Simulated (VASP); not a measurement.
# BN (P6_3/mmc) in VASP: core levels with PBEsol

Aim: the core levels of BN with PBEsol.

Program: VASP 6.6.1. These are calculated values, not measurements. Logs are shortened: lines on timing, memory, paths and dates and some standing lists are left out, and cuts for length are marked.

## 1. The crystal as given

It takes space group P6_3/mmc (No. 194, hexagonal). The conventional cell has a = 2.498 Å, b = 2.498 Å, c = 6.636 Å, α = 90.00°, β = 90.00°, γ = 120.00°. B (site symmetry -6m2) is surrounded by 3 N at 1.44 Å. N (site symmetry -6m2) has 3 B at 1.44 Å as nearest neighbours.

## 2. Core levels, PBEsol

The input, INCAR:

```
PREC = Accurate
ENCUT = 520
EDIFF = 1E-7
ISMEAR = -1
SIGMA = 0.02
LREAL = F
LASPH = T
NELM = 100
ALGO = Fast
ISIF = 2
LWAVE = F
LCHARG = F
GGA = PS
ICORELEVEL = 1
```

The input, KPOINTS:

```
Automatic mesh
0
Gamma
  10 10 4
```

The input, POSCAR:

```
BN
1.0
    2.4982400000      0.0000000000      0.0000000000
   -1.2491200000      2.1635393048      0.0000000000
    0.0000000000      0.0000000000      6.6357000000
B N
2 2
Direct
    0.3333333333      0.6666666667      0.2500000000
    0.6666666667      0.3333333333      0.7500000000
    0.3333333333      0.6666666667      0.7500000000
    0.6666666667      0.3333333333      0.2500000000
```

Potentials or basis: VASP PAW PBE potentials, release 64 (B, N).

On the command line:

```
$ cat potpaw_PBE.64/B/POTCAR potpaw_PBE.64/N/POTCAR > POTCAR
$ mpirun -np 1 vasp_std > vasp.out
```

OUTCAR:

```text
PREC = Accurate
   ENCUT = 520
   EDIFF = 1E-7
   ISMEAR = -1
   LREAL = F
   LASPH = T
   NELM = 100
   ISIF = 2
   GGA = PS

 ion  position               nearest neighbor table
   1  0.333  0.667  0.250-   4 1.44   4 1.44   4 1.44
   2  0.667  0.333  0.750-   3 1.44   3 1.44   3 1.44
   3  0.333  0.667  0.750-   2 1.44   2 1.44   2 1.44
   4  0.667  0.333  0.250-   1 1.44   1 1.44   1 1.44

  LATTYP: Found a hexagonal cell.
 ALAT       =     2.4982400000
 C/A-ratio  =     2.6561499296

  Lattice vectors:

 A1 = (   2.4982400000,   0.0000000000,   0.0000000000)
 A2 = (  -1.2491200000,   2.1635393048,   0.0000000000)
 A3 = (   0.0000000000,   0.0000000000,   6.6357000000)

Analysis of symmetry for initial positions (statically):
=====================================================================
 Subroutine PRICEL returns:
 Original cell was already a primitive cell.

 Routine SETGRP: Setting up the symmetry group for a
 hexagonal supercell.

 Subroutine GETGRP returns: Found 24 space group operations
 (whereof 12 operations were pure point group operations)
 out of a pool of 24 trial point group operations.

The static configuration has the point symmetry D_3d.
 The point group associated with its full space group is D_6h.

Analysis of symmetry for dynamics (positions and initial velocities):
=====================================================================
 Subroutine PRICEL returns:
 Original cell was already a primitive cell.

 Routine SETGRP: Setting up the symmetry group for a
 hexagonal supercell.

 Subroutine GETGRP returns: Found 24 space group operations
 (whereof 12 operations were pure point group operations)
 out of a pool of 24 trial point group operations.

The dynamic configuration has the point symmetry D_3d.
 The point group associated with its full space group is D_6h.

 Subroutine INISYM returns: Found 24 space group operations
 (whereof 12 operations are pure point group operations),
 and found     1 'primitive' translations

----------------------------------------------------------------------------------------

                                     Primitive cell

  volume of cell :      35.8662

  direct lattice vectors                    reciprocal lattice vectors
     2.498240000  0.000000000  0.000000000     0.400281798  0.231102804  0.000000000
    -1.249120000  2.163539305  0.000000000     0.000000000  0.462205608  0.000000000
     0.000000000  0.000000000  6.635700000     0.000000000  0.000000000  0.150700002

  length of vectors
     2.498240000  2.498240000  6.635700000     0.462205608  0.462205608  0.150700002

[... 93 lines left out ...]
   TEBEG  =    0.0;   TEEND  =   0.0 temperature during run
   PSTRESS=    0.0 pullay stress
   NELECT =      16.0000    total number of electrons
   NUPDOWN=      -1.0000    fix difference up-down
   EMIN   =  10.00;   EMAX   =-10.00  energy-range for DOS
   EFERMI =   0.00;   METHOD = LEGACY
   ISMEAR =    -1;   SIGMA  =   0.02  broadening in eV -4-tet -1-fermi 0-gaus
   EFERMI_NEDOS =   21; number of points for ismear=-14 and -15
   IALGO  =     68    algorithm
   IMIX   =      4    mixing-type and parameters
     AMIX     =   0.40;   BMIX     =  1.00
     AMIX_MAG =   1.60;   BMIX_MAG =  1.00
  volume/ion in A,a.u.               =       8.97        60.51
  Fermi-wavevector in a.u.,A,eV,Ry     =   1.250891  2.363842 21.289433  1.564729
  Thomas-Fermi vector in A             =   2.384864
   LORBIT       =      0    0 simple, 1 ext, 2 COOP (PROOUT), +10 PAW based schemes
   GGA     = PS    functional components
   LHFCALC =     F    Hartree Fock is set to
   AEXX    =    0.0000 exact exchange contribution
   IVDW    =     0    specifies the selected vdW correction
   LEPSILON=     F    determine dielectric tensor
   LRPA    =     F    only Hartree local field effects (RPA)
 non-spin polarized calculation
 RMM-DIIS sequential band-by-band and
  energy-cutoff  :      520.00
  volume of cell :       35.87
 maximum number of plane-waves:       985
 NGX is ok and might be reduce to    20
   NGX =  9   NGY =  9   NGZ = 25

 number of electron      15.9999997 magnetization

 Free energy of the ion-electron system (eV)
  ---------------------------------------------------
  ext. energy  EPLUGINS =         0.00000000
  ---------------------------------------------------
  free energy    TOTEN  =       -36.56292336 eV

  energy without entropy =      -36.56292336  energy(sigma->0) =      -36.56292336

 the core state eigenenergies are
   1-  1s   -169.5436
   2-  1s   -169.5436
   3-  1s   -372.5005
   4-  1s   -372.5005

 E-fermi :   2.7425     XC(G=0): -10.3220

 val. band max:        2.2683725446   @ k =   0.3000   0.3000   0.0000
 cond. band min:       6.4022799910   @ k =   0.5000   0.0000   0.0000
 fundamental gap:      4.1339074463
 Fermi energy:         2.7425023705

 k-point     1 :       0.0000    0.0000    0.0000
  band No.  band energies     occupation
      1     -15.5777      2.00000
      2     -15.2727      2.00000
      3      -4.1062      2.00000
      4      -1.9232      2.00000
      5       0.9266      2.00000
      6       0.9266      2.00000
      7       0.9642      2.00000
      8       0.9642      2.00000
      9       7.2819      0.00000
     10      12.4336      0.00000
     11      13.7975      0.00000
     12      13.8484      0.00000
[... 271 lines left out ...]
 k-point    20 :       0.5000    0.0000    0.2500
  band No.  band energies     occupation

------------------------ aborting loop because EDIFF is reached ----------------------------------------

  FORCE on cell =-STRESS in cart. coord.  units (eV):
  Direction    XX          YY          ZZ          XY          YZ          ZX
  --------------------------------------------------------------------------------------
  -------------------------------------------------------------------------------------
  Total        0.7355788      0.7355788      0.1755830      0.0000000     -0.0000000      0.0000000
  in kB       32.8589811     32.8589811      7.8434558      0.0000000     -0.0000000      0.0000000
  external PRESSURE =      24.5204727 kB  Pullay stress =       0.0000000 kB

 VOLUME and BASIS-vectors are now :
 -----------------------------------------------------------------------------
  energy-cutoff  :      520.00
  volume of cell :       35.87
      direct lattice vectors                 reciprocal lattice vectors
     2.498240000  0.000000000  0.000000000     0.400281798  0.231102804  0.000000000
    -1.249120000  2.163539305  0.000000000     0.000000000  0.462205608  0.000000000
     0.000000000  0.000000000  6.635700000     0.000000000  0.000000000  0.150700002

 POSITION                                       TOTAL-FORCE (eV/Angst)
 -----------------------------------------------------------------------------------
     -0.00000      1.44236      1.65892        -0.000000     -0.000000      0.000000
      1.24912      0.72118      4.97677         0.000000      0.000000      0.000000
     -0.00000      1.44236      4.97677         0.000000      0.000000      0.000000
      1.24912      0.72118      1.65892         0.000000      0.000000      0.000000
 -----------------------------------------------------------------------------------
    total drift:                                0.000000     -0.000000      0.000000

  FREE ENERGIE OF THE ION-ELECTRON SYSTEM (eV)
  ---------------------------------------------------
  free  energy   TOTEN  =       -36.5629233574 eV

  energy  without entropy=      -36.5629233574  energy(sigma->0) =      -36.56292336
```

It took 10 s on 1 thread of Intel Xeon 6975P-C (Granite Rapids), shared host; peak memory 0.15 GiB.

What came out:

```yaml
Free_energy: -36.5629 eV
Pressure: 2.5 GPa
Band_gap_on_the_k_mesh: 4.13 eV, indirect (least direct gap 4.60 eV)
```

Stress tensor (GPa, compression positive):
```
3.29 0.00 0.00
0.00 3.29 0.00
0.00 0.00 0.78
```

Core levels (eV, on the scale of the bands):
```csv
atom,levels
1 B,1s -169.5
2 B,1s -169.5
3 N,1s -372.5
4 N,1s -372.5
```

Caveat: the PAW data sets were made with another functional, which shifts forces and pressure a little; this functional lacks dispersion, which binds the layers, so the pressure and a relaxed spacing across them are unreliable.
